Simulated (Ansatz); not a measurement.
## Ti (P6_3/mmc), axial (c/a) deformation path

The calculation used Ansatz, DFT r2SCAN, scalar-relativistic, plane waves, PAW. Settings: plane waves to 500 eV, k-mesh 24×24×14 (Γ-centred), Gaussian smearing 0.15 eV. No spin polarisation. Energies are free energies at this smearing, counted from the undisturbed cell; pressure is positive in compression.

The undisturbed cell (relaxed at this level):

```
Ti
1.0
     2.93580    0.00000    0.00000
    -1.46790    2.54247    0.00000
     0.00000    0.00000    4.63619
Ti
2
Direct
  0.33333 0.66667 0.25000
  0.66667 0.33333 0.75000
```

At fixed volume and fractional coordinates, lengths along (0.000, 0.000, 1.000) are scaled against those across it; ρ is that ratio over its starting value. The cell is metallic on the mesh throughout.

| ρ | ΔE (meV/atom) |
| --- | --- |
| 0.800 | 175.5 |
| 0.850 | 102.4 |
| 0.920 | 29.8 |
| 0.960 | 7.4 |
| 1.000 | 0.0 |
| 1.050 | 10.4 |
| 1.100 | 40.9 |
| 1.200 | 141.2 |

Problem. Predict the pressure (GPa) at each point.

Solution.
| ρ | pressure (GPa) |
| --- | --- |
| 0.800 | 0.8 |
| 0.850 | 0.5 |
| 0.920 | 0.1 |
| 0.960 | 0.0 |
| 1.000 | 0.0 |
| 1.050 | 0.1 |
| 1.100 | 0.1 |
| 1.200 | 0.1 |

Cost: 8 runs of about 6 core-minutes in all, on Intel Xeon Processor @ 2.50GHz (Skylake/Cascade Lake) (shared hosts).